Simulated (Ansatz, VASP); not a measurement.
# Cross-check of Ni3Se2 between VASP and Ansatz, part 2 of 2

Wanted: the spread between two codes on one cell, functional and k mesh.

VASP 6.6.1 and Ansatz 0.2.0.

So far. Step 2 (VASP: single point, PBEsol): The run ends at a pressure of -6.09 GPa, with forces up to 0.39 eV/Å.

## Step 3: Ansatz: single point, PBEsol

Level of this step: Ansatz beside VASP: Kohn-Sham DFT, plane waves, PBEsol (Ansatz).

Ansatz runs on its default PAW (the set named soft_2) files.

The same cell, functional, mesh and smearing now go to Ansatz, which takes its cutoff from its data sets.

input.yaml

```yaml
crystal:
  lattice:
    - [3.0145, 1.7404223865, 2.4163333333]
    - [-3.0145, 1.7404223865, 2.4163333333]
    - [0.0, -3.4808447729, 2.4163333333]
  atoms:
    - { symbol: Se, position: [0.74, 0.74, 0.74] }
    - { symbol: Se, position: [0.26, 0.26, 0.26] }
    - { symbol: Ni, position: [0.75, 0.0, 0.25], spin: 1.0 }
    - { symbol: Ni, position: [0.0, 0.25, 0.75], spin: 1.0 }
    - { symbol: Ni, position: [0.25, 0.75, 0.0], spin: 1.0 }
hamiltonian:
  xc: pbesol
  pseudopotentials: { kind: paw }
magnetization:
  spin_polarized: true
kpoints:
  mp_grid: { grid: [6, 6, 6] }
scf:
  occupations: { method: gaussian, width: 0.05 }
  n_extra_bands: 8
output:
  forces: true
  stress: true
  eigenvalues: true
```

Run with:

```sh
$ ansatz run input.yaml --threads 2 --pin off --max-ram 4608MiB --backend cpu --events-out ev --progress --plain --runs-dir out
```

Numbers of over 12 decimals in the logs are rounded to 6 here.

Output:

```text
Warning: the band count 51 (scf.n_extra_bands) hosts the net moment |M| = 3.0000 μB (N_el = 86) but caps the reachable moment at 2·n_bands − N_el = 16.0000 μB, below the 54 bands that the automatic rule leaves for it — a moment growing past the seed, or the majority channel's smearing tail, pins there with fewer empty majority states than that count leaves; raise or omit scf.n_extra_bands unless the cap is intended
scf.n_extra_bands = 8 over 43 filled bands (N_el = 86.0): the run solves 51 bands
Engine: ansatz 0.2.0, aarch64-unknown-linux-gnu
Pseudopotentials: kind: paw
Pseudopotential: Se, paw, valence charge 16, recommended cutoff 420 eV (normal), Se.paw.azcp
Pseudopotential: Ni, paw, valence charge 18, recommended cutoff 420 eV (normal), Ni.paw.azcp
Functional definition: PBEsol
  exchange = pbesol_x
  correlation = pbesol_c
Crystal: 5 atoms, lattice volume = 76.064 Å³
Basis set: ecut = 420 eV, 1473 PW (Γ), exchange–correlation on 60×60×60 points (8 copies of the dense FFT grid, shifted against one another)
Bands: 51, of which v1, the nominal top of the filled ones, is band 43 counted from 1 (42 counted from 0)
Symmetry: 6 space group operations
Space group: R32 (ITA 155), of the structure as read, at distance tolerance 4.2e-5 Å
Magnetic group: BNS 155.45 (UNI 1275), of the structure as read, at distance tolerance 4.2e-5 Å
k-points: 32 of 216 (time reversal used)
Non-local potential: Se, projectors of the file, l = 0: 2, l = 1: 2, l = 2: 3, l = 3: 1
Non-local potential: Ni, projectors of the file, l = 0: 3, l = 1: 2, l = 2: 3, l = 3: 1
PAW form: soft (Blöchl's): semilocal exchange-correlation on the pseudo side does not see the compensation charge
PAW frozen core: Se, regenerated for the run's functional, and the local potential with it (the file was generated under x = pbe(κ = 0.804, μ = 0.219515), c = pbe(β = 0.066725))
PAW frozen core: Ni, regenerated for the run's functional, and the local potential with it (the file was generated under x = pbe(κ = 0.804, μ = 0.219515), c = pbe(β = 0.066725))
PAW one-centre angular grid: Se, 590 points (default); XC on 64 Gauss nodes
PAW one-centre angular grid: Ni, 590 points (default); XC on 64 Gauss nodes
Initial density: superposition of atomic densities (chi_scale 0.1, normalization cell, long waves kept (reshape's long-wave potential 0.00 eV rms))
Starting moments: Σ|m| = 3 μB on 3 of 5 sites
Initial wavefunctions: pseudopotential atomic-orbital guess
Functional: x = pbesol(κ = 0.804, μ = 0.123457), c = pbesol(β = 0.046)
SCF iter   1: F=—  HF=-28259.126057 eV  |F-HF|=—  |Δ(HF+E_count)|=         —  Δρ=1.61e-1 (↑3.21e-2 ↓1.61e-1)  dr2=1.72e1  dr2_m=5.02e0  M=0.156 μB ∫|m|=0.334 μB  β_m=0.30  ethr=3.10e-3  ⟨swp⟩=6.1  Hψ=10914  notcnv=0
Mixer restart at iter 1: flushing history
preconditioner: auto → Kerker (q_TF=auto, 2.785 Å⁻¹)  [metal: Δε(μ)=0.014 eV  Ē_g=7.915 eV  σ=0.050 eV  W_gap=0.16  n_scr=26 (ndim 8)  ℏωp=27.6 eV  f_vac=0.001  D(μ)=2.21/eV (n_scr^D=18)]
spin=Collinear: Kerker preconditioning applied to the charge; magnetization (m = ρ↑ − ρ↓) channel mixes plain (no charge-response kernel on spin).
SCF iter   2: F=—  HF=-28262.773112 eV  |F-HF|=—  |Δ(HF+E_count)|=    3.65e0  Δρ=8.55e-2 (↑4.71e-2 ↓8.55e-2)  dr2=4.15e0  dr2_m=2.71e0  M=0.088 μB ∫|m|=0.257 μB  β_m=0.46  ethr=3.10e-3  ⟨swp⟩=3.0  Hψ=6986  notcnv=0  defer=172
SCF iter   3: F=—  HF=-28264.751587 eV  |F-HF|=—  |Δ(HF+E_count)|=    1.98e0  Δρ=5.81e-2 (↑1.41e-2 ↓5.81e-2)  dr2=4.21e0  dr2_m=4.21e-1  M=0.041 μB ∫|m|=0.127 μB  β_m=0.47  ethr=3.10e-3  ⟨swp⟩=2.0  Hψ=4197  notcnv=0  defer=169
SCF iter   4: F=—  HF=-28264.759540 eV  |F-HF|=—  |Δ(HF+E_count)|=   7.95e-3  Δρ=1.01e-2 (↑8.24e-3 ↓1.01e-2)  dr2=2.58e-1  dr2_m=7.17e-3  M=-0.006 μB ∫|m|=0.011 μB  β_m=0.74  ethr=3.10e-3  ⟨swp⟩=3.0  Hψ=5087  notcnv=0  defer=169
SCF iter   5: F=—  HF=-28264.778141 eV  |F-HF|=—  |Δ(HF+E_count)|=   1.86e-2  Δρ=5.69e-3 (↑5.69e-3 ↓5.06e-3)  dr2=6.13e-2  dr2_m=1.03e-4  M=0.001 μB ∫|m|=0.003 μB  β_m=0.87  ethr=3.00e-4  ⟨swp⟩=3.0  Hψ=5295  notcnv=0  defer=166
SCF iter   6: F=—  HF=-28264.783438 eV  |F-HF|=—  |Δ(HF+E_count)|=   5.30e-3  Δρ=1.92e-3 (↑1.92e-3 ↓1.67e-3)  dr2=8.11e-3  dr2_m=1.76e-5  M=0.000 μB ∫|m|=0.001 μB  β_m=0.82  ethr=7.12e-5  ⟨swp⟩=2.0  Hψ=5594  notcnv=0  defer=166
SCF iter   7: F=—  HF=-28264.781452 eV  |F-HF|=—  |Δ(HF+E_count)|=   1.99e-3  Δρ=8.73e-4 (↑8.73e-4 ↓8.25e-4)  dr2=2.24e-3  dr2_m=7.01e-7  M=-0.000 μB ∫|m|=0.000 μB  β_m=0.91  ethr=9.43e-6  ⟨swp⟩=2.1  Hψ=5626  notcnv=0  defer=165
SCF iter   8: F=—  HF=-28264.781349 eV  |F-HF|=—  |Δ(HF+E_count)|=   1.03e-4  Δρ=6.40e-4 (↑6.40e-4 ↓5.90e-4)  dr2=9.07e-4  dr2_m=6.30e-7  M=0.000 μB ∫|m|=0.001 μB  β_m=0.95  ethr=2.60e-6  ⟨swp⟩=2.6  Hψ=4681  notcnv=0  defer=164
SCF iter   9: F=—  HF=-28264.781198 eV  |F-HF|=—  |Δ(HF+E_count)|=   1.51e-4  Δρ=3.86e-5 (↑3.86e-5 ↓3.68e-5)  dr2=4.81e-6  dr2_m=2.41e-7  M=-0.000 μB ∫|m|=0.000 μB  β_m=0.98  ethr=1.05e-6  ⟨swp⟩=2.0  Hψ=4089  notcnv=0  defer=164
SCF iter  10: F=—  HF=-28264.781198 eV  |F-HF|=—  |Δ(HF+E_count)|=   7.99e-8  Δρ=1.26e-5 (↑1.00e-5 ↓1.26e-5)  dr2=3.72e-7  dr2_m=5.85e-9  M=-0.000 μB ∫|m|=0.000 μB  β_m=0.99  ethr=5.59e-9  ⟨swp⟩=2.0  Hψ=5383  notcnv=0  defer=164
SCF iter  11: F=—  HF=-28264.781198 eV  |F-HF|=—  |Δ(HF+E_count)|=   8.48e-8  Δρ=9.83e-6 (↑9.83e-6 ↓9.81e-6)  dr2=2.04e-7  dr2_m=7.13e-12  M=-0.000 μB ∫|m|=0.000 μB  β_m=0.95  ethr=4.33e-10  ⟨swp⟩=2.0  Hψ=5196  notcnv=0  defer=164
SCF iter  12: F=—  HF=-28264.781198 eV  |F-HF|=—  |Δ(HF+E_count)|=   2.31e-8  Δρ=2.60e-6 (↑2.32e-6 ↓2.60e-6)  dr2=1.62e-8  dr2_m=1.68e-11  M=0.000 μB ∫|m|=0.000 μB  β_m=0.98  ethr=2.38e-10  ⟨swp⟩=2.0  Hψ=4048  notcnv=0  defer=164
SCF iter  13: F=-28264.781198 eV  HF=-28264.781198 eV  |F-HF|=6.58e-10  |Δ(HF+E_count)|=   1.32e-9  Δρ=6.52e-7 (↑6.52e-7 ↓5.92e-7)  dr2=1.01e-9  dr2_m=9.25e-13  M=0.000 μB ∫|m|=0.000 μB  ethr=1.88e-11  ⟨swp⟩=8.4  Hψ=12746  notcnv=0
SCF 1 converged in 13 iterations: F = -28264.781198 eV  dr2 = 1.01e-9
  greatest PAW one-centre occupation: 1.001 electrons in one spin orbital (limit 2), on the Ni atom at site 4 (counted from 0), in its partial waves of l = 1
WARN: the starting moments were not kept: the SCF closed with an absolute magnetisation of 1.0e-6 μB, where they sum to 3 μB in size (3 sites). That is at most 0.1 of that sum. Measured as dr2_m measures the in/out step, that magnetisation stands 4.8e-13 eV from none, at or under the dr2_threshold of 1.0e-7 eV: it is no larger than a step whose dr2_m would equal this threshold. The system may hold no moment; this SCF [...]
SCF converged after 13 iterations
Magnetization: 0.0000 μB (43.0000 up, 43.0000 down)
Absolute magnetization: 0.0000 μB (∫|ρ↑−ρ↓|, with the PAW one-centre terms)
Spin contamination: 0.0000 ħ² per cell (⟨S²⟩ above its minimum at these occupations)
Per-site moments (μB) at R_I (Å): [(3.249127129349236e-8, 0.974711), (3.2491271209200475e-8, 0.974711), (1.8516552825779356e-7, 0.974711), (1.851655277212307e-7, 0.974711), (1.8516552785376203e-7, 0.974711)]
Free energy (F): -28264.781198 eV
Harris-Foulkes:  -28264.781198 eV  (|F-HF|=6.58e-10)
Internal energy: -28264.779071 eV  (E = F + TS)
E sigma→0 (E₀):  -28264.780135 eV
Entropy (-TS):   -0.002127 eV (-0.425 meV/atom)
Fermi energy:    13.653370 eV
--- Per-component energies (eV) ---
  E_band       = -1715.247187
  E_kinetic    = 1089.948438
  E_local      = -16827.324587  (includes V_loc(G=0)·N_el)
  E_nonlocal   = 745.093031
  E_hartree    = 7483.148877
  E_xc         = -458.637066
  E_vxc        = -522.492251  (∫ρ·V_xc dr)
  E_paw        = -8538.156655  (= ΣΔE_a)
  E_vpaw       = -1166.773890  (= ΣTr[D̂ρ^β])
  E_aug_tail   = 0.000348  (compensation charges beyond the density's cutoff)
  E_ewald      = -11761.460225
  E_core_change = 2.608767  (= ΣΔE_core)
  E_smearing   = -0.002127  (= −TS)
  E_closure    = 0.000000  (closes the sum)
  Σ components = -28264.781198   (vs F -28264.781198, Δ=0.00e0)
--- Forces (eV/Å), atoms counted from 1 ---
  atom   1  Se     0.00000000     0.00000000     0.40205836
  atom   2  Se    -0.00000000    -0.00000000    -0.40205836
  atom   3  Ni     0.12154856     0.21052829    -0.00000000
  atom   4  Ni     0.12154856    -0.21052829     0.00000000
  atom   5  Ni    -0.24309713    -0.00000000    -0.00000000
  max |Σ_I F_I| component: 1.67e-16 eV/Å
--- Stress (GPa, compression-positive) ---
       -6.019831       0.000000      -0.000000
        0.000000      -6.019831      -0.000000
       -0.000000      -0.000000      -6.941191
  P = ⅓ Tr σ = -6.3270 GPa (-63.270 kbar)
--- Band table (eV; the first three rows and the last of 64) ---
  k-point 0 ↑: bands = [... 39 lower, 12.7752, 12.7752, 13.0805, 14.7634, 14.7634, 15.1838, 15.3292, 15.8138, ... 4 higher]
  k-point 1 ↑: bands = [... 39 lower, 12.6609, 12.7560, 13.1552, 14.1318, 14.7815, 15.0020, 15.7889, 16.0832, ... 4 higher]
  k-point 2 ↑: bands = [... 39 lower, 12.6370, 12.7414, 12.9456, 13.6307, 14.4935, 14.5982, 16.3757, 17.6491, ... 4 higher]
  k-point 31 ↓: bands = [... 39 lower, 12.4399, 12.5809, 12.9471, 12.9471, 13.1399, 13.2155, 20.5537, 20.6482, ... 4 higher]
```

Elapsed: 35 s, on 2 threads of Arm Neoverse N1, shared host; peak memory 0.45 GiB.

In the SCF lines HF is the Harris–Foulkes energy and dr2 the Hartree energy of the density residual, in eV; the loop may stop once dr2 is under the threshold and the program's other checks hold. Hψ counts applications of the Hamiltonian.

The run ends at a pressure of -6.33 GPa, with forces up to 0.40 eV/Å.

## Step 4: Comparison

Known differences besides the potentials themselves: the data sets hold 86 valence electrons in Ansatz (default PAW (the set named soft_2) files) and 42 in VASP; the cutoff is 420 eV in Ansatz and 400 eV in VASP; Ansatz makes its cores anew for this functional, VASP keeps those of its PBE data sets. Total energies have different zeros and are not compared.

Compared:

```csv
quantity,Ansatz,VASP,difference
pressure (GPa),-6.33,-6.09,-0.24
```

Forces (eV/Å; atoms numbered as in POSCAR):

```
atom        Ansatz x, y, z          VASP x, y, z
 Se1   0.000, 0.000, 0.402   0.000, 0.000, 0.387
 Se2  0.000, 0.000, -0.402  0.000, 0.000, -0.387
 Ni3   0.122, 0.211, 0.000   0.120, 0.207, 0.000
 Ni4  0.122, -0.211, 0.000  0.120, -0.207, 0.000
 Ni5  -0.243, 0.000, 0.000  -0.239, 0.000, 0.000
```

The forces differ by 5.7 meV/Å r.m.s., which is 3.2 % of the r.m.s. force of 0.18 eV/Å (both taken over all components).

## Step 5: Outcome

| Property | Result |
| --- | --- |
| r.m.s. force difference (single point, PBEsol) | 5.7 meV/Å |

In words: The r.m.s. force difference is 5.7 meV/Å (single point, PBEsol), within the 12 meV/Å picked in this series as the mark of a large difference. 1 further run of this series is not shown here. Such differences can come from data sets, numerical settings and the points named under the comparisons, not from the functional's error against experiment.

[Lines on the potential files, build, host, timing and source positions are cut from VASP's logs without a mark.]

[Logs are printed without paths, hosts, clocks, repeated set-up lines and the standing remarks that a program may print on its own settings, such as how far it seeks lower states.]

[Hosts, paths, dates, database ids (printed as entryN), source tags and the programs' standing remarks are cut or masked in the printed files.]
